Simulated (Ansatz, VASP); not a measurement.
# Two plane-wave programs on AlN

```xyz
2
Lattice="0.0000 1.9837 2.0345 1.9837 0.0000 2.0345 1.9837 1.9837 0.0000" Properties=species:S:1:pos:R:3 pbc="T T T"
Al    1.9837    1.9837    2.0345
N     0.0000    0.0000    0.0000
```

Change from the starting cell: strain -0.025 along x and y, +0.000 along z, atoms carried along.

Alike in both runs: task single point; functional r2SCAN; k mesh 10 × 10 × 10; occupations gaussian, width 0.05 eV; no spin polarisation.

|  | VASP | Ansatz |
| --- | --- | --- |
| version | VASP 6.6.1 | Ansatz 0.2.0 |
| potentials or method | VASP PAW PBE potentials, release 64 (Al, N) | scalar-relativistic, plane waves, PAW |
| plane-wave cutoff (eV) | 520 | 500 |
| valence electrons in the cell | 8 | 8 |

```tsv
	VASP	Ansatz	Ansatz less VASP
gap on the k mesh at the Fermi level (eV)	5.62	5.61	-0.004
least direct gap on the mesh (eV)	6.87	6.82	-0.051
pressure (GPa)	7.5	8.3	+0.84
largest component of the traceless stress (GPa)	5.59	5.50	-0.094
```

Caveats: the PAW data sets were made with another functional, which shifts forces and pressure a little (VASP). A k mesh can miss the band edges.
